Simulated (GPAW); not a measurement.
Runs of GPAW 26.7.0 on SnTe. It takes space group Fm-3m (No. 225, cubic). The conventional cell has a = 6.302 Å, b = 6.302 Å, c = 6.302 Å, α = 90.00°, β = 90.00°, γ = 90.00°. Te (site symmetry m-3m) is surrounded by 6 Sn at 3.15 Å. Sn (site symmetry m-3m) is surrounded by 6 Te at 3.15 Å. 

```tsv
task	level	potentials or basis	cell	k mesh	cutoff (eV)	smearing	maxiter	optimizer	fmax	max steps	convergence	mesh quality	pressure (GPa)	relaxed volume (Å³/atom)
relaxation of cell and atoms	PBEsol+D3(BJ)+ATM	PAW data sets generated in the run's folder for this functional, pw	relaxed	7 × 7 × 7	600	fermi-dirac 0.05 eV	150	BFGS	0.02 eV/Å	60	density=1e-05 forces=0.0001	not flagged	0.0	(a)
relaxation of cell and atoms	PBEsol+D4	PAW data sets generated in the run's folder for this functional, pw	relaxed	7 × 7 × 7	600	fermi-dirac 0.05 eV	150	BFGS	0.02 eV/Å	60	density=1e-05 forces=0.0001	not flagged	0.1	(b)
relaxation of cell and atoms	PBEsol+D3(BJ)	PAW data sets generated in the run's folder for this functional, pw	relaxed	7 × 7 × 7	600	fermi-dirac 0.05 eV	150	BFGS	0.02 eV/Å	60	density=1e-05 forces=0.0001	not flagged	0.0	29.55
relaxation of cell and atoms	PBEsol	PAW data sets generated in the run's folder for this functional, pw	relaxed	7 × 7 × 7	600	fermi-dirac 0.05 eV	150	BFGS	0.02 eV/Å	60	density=1e-05 forces=0.0001	not flagged	0.0	30.83
relaxation of cell and atoms	PBEsol+D3	PAW data sets generated in the run's folder for this functional, pw	relaxed	7 × 7 × 7	600	fermi-dirac 0.05 eV	150	BFGS	0.02 eV/Å	60	density=1e-05 forces=0.0001	not flagged	0.1	30.24
single point	LDA	the program's PAW data sets (release 1.2.1) made for this functional, pw	as given	6 × 6 × 6	450	fermi-dirac 0.05 eV	120	-	-	-	default	not flagged	-2.6	-
```

Alike in all rows: no spin polarisation.

**Question.** Fill in the values left out.

**Answer.** (a) 29.66; (b) 29.98.

Caveats: later steps reuse the first step's grids (some runs); the cutoff is short for stress and forces, so pressures can be off by a GPa or more (some runs).

Runs at the PBE level aren't shown here.
